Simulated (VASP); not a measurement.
# VASP 6.6.1 run: BaS

INCAR

```
NELECT = 17
GGA = PE
NELM = 81
SIGMA = 0.005
ENCUT = 520
EDIFF = 1E-7
LWAVE = .FALSE.
LREAL = .FALSE.
LASPH = .TRUE.
IBRION = -1
LCHARG = .FALSE.
ISMEAR = 0
NBANDS = 15
PREC = Accurate
NSW = 0
ISIF = 2
```

KPOINTS

```
KPOINTS created by Atomic Simulation Environment
0
Gamma
8 8 8
0 0 0
```

POSCAR

```
Ba S
 1.0000000000000000
     0.0000000000000000    3.3438006843000001    3.1667615654999999
     3.3438006843000001    0.0000000000000000    3.1667615654999999
     3.3438006843000001    3.3438006843000001    0.0000000000000000
 Ba  S
   1   1
Cartesian
  0.0000000000000000  0.0000000000000000  0.0000000000000000
  3.3438006842999997  3.3438006842999997  3.1667615654999994
```

The recommended PBE PAW datasets give the neutral cell 16 valence electrons.

Command

```
mpirun -np 1 vasp_std
```

**Question.** Predict the outcome of this run.

**Answer.** It converged. Results: pressure 9.3 GPa.

OSZICAR

```
N       E                     dE             d eps       ncg     rms          rms(c)
DAV:   1     0.942750838167E+02    0.94275E+02   -0.70193E+03  1770   0.947E+02
DAV:   2    -0.126992401787E+01   -0.95545E+02   -0.88750E+02  2399   0.178E+02
DAV:   3    -0.658210481233E+01   -0.53122E+01   -0.52815E+01  2403   0.443E+01
DAV:   4    -0.669405397125E+01   -0.11195E+00   -0.11192E+00  2394   0.620E+00
DAV:   5    -0.669607741702E+01   -0.20234E-02   -0.20234E-02  2443   0.674E-01    0.525E+00
DAV:   6    -0.619735916630E+01    0.49872E+00   -0.11396E+00  1980   0.570E+00    0.357E+00
DAV:   7    -0.619655960846E+01    0.79956E-03   -0.14807E-01  2183   0.212E+00    0.235E+00
DAV:   8    -0.619329643766E+01    0.32632E-02   -0.12153E-02  1966   0.869E-01    0.412E-01
DAV:   9    -0.619347262160E+01   -0.17618E-03   -0.13558E-03  2390   0.344E-01    0.147E-01
DAV:  10    -0.619367167409E+01   -0.19905E-03   -0.46318E-04  1973   0.162E-01    0.301E-02
DAV:  11    -0.619366999637E+01    0.16777E-05   -0.34128E-05  2311   0.417E-02    0.111E-02
DAV:  12    -0.619366990682E+01    0.89548E-07   -0.24762E-06  2176   0.111E-02    0.354E-03
DAV:  13    -0.619366957903E+01    0.32779E-06   -0.51938E-07  2344   0.525E-03    0.660E-04
DAV:  14    -0.619366953285E+01    0.46184E-07   -0.30834E-08  1116   0.131E-03
   1 F= -.61936695E+01 E0= -.61936344E+01  d E =-.703127E-04
```

The cell is charged and sits in a uniform background.

For comparison, a separate PBE run of the intended cell, on usual settings and not on those above, gives a gap of 2.10 eV on its mesh and a pressure of -1.6 GPa.
